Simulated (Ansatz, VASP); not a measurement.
**One calculation of SnO2 (Cassiterite), two programs**

```xyz
6
Lattice="4.7380 0.0000 0.0000 0.0000 4.7380 0.0000 0.0000 0.0000 3.1865" Properties=species:S:1:pos:R:3 pbc="T T T"
Sn    2.3690    2.3690    1.5933
Sn    0.0000    0.0000    0.0000
O     3.8240    0.9140    1.5933
O     3.2830    3.2830    0.0000
O     0.9140    3.8240    1.5933
O     1.4550    1.4550    0.0000
```

Alike in both runs: task single point; functional PBEsol; k mesh 6 × 6 × 8; occupations fermi-dirac, width 0.05 eV; no spin polarisation.

|  | VASP | Ansatz |
| --- | --- | --- |
| version | VASP 6.6.1 | Ansatz 0.2.0 |
| potentials or method | VASP PAW PBE potentials, release 64 (Sn_d, O) | Ansatz PAW |
| plane-wave cutoff (eV) | 520 | 420 |
| valence electrons in the cell | 52 | 52 |

```csv
,VASP,Ansatz,Ansatz less VASP
gap on the k mesh at the Fermi level (eV),1.18,1.18,+0.005
least direct gap on the mesh (eV),1.18,1.18,+0.005
pressure (GPa),5.4,4.7,-0.68
largest component of the traceless stress (GPa),1.53,1.28,-0.248
rms of the force components (eV/Å),0.108,0.099,-0.0087
```

Atom by atom the forces differ by 0.009 eV/Å (rms over components). With one functional, cell and mesh, what is left measures potentials, basis and numerics.

Caveats: spin-orbit coupling is left out, which moves the levels of the heavy elements; the PAW data sets were made with another functional, which shifts forces and pressure a little (VASP); the pressure holds a Pulay correction of +0.9 GPa for the finite cutoff (Ansatz); the PAW data sets come from PBE, with cores solved anew for the run's functional, which leaves a small shift of forces and pressure (Ansatz).
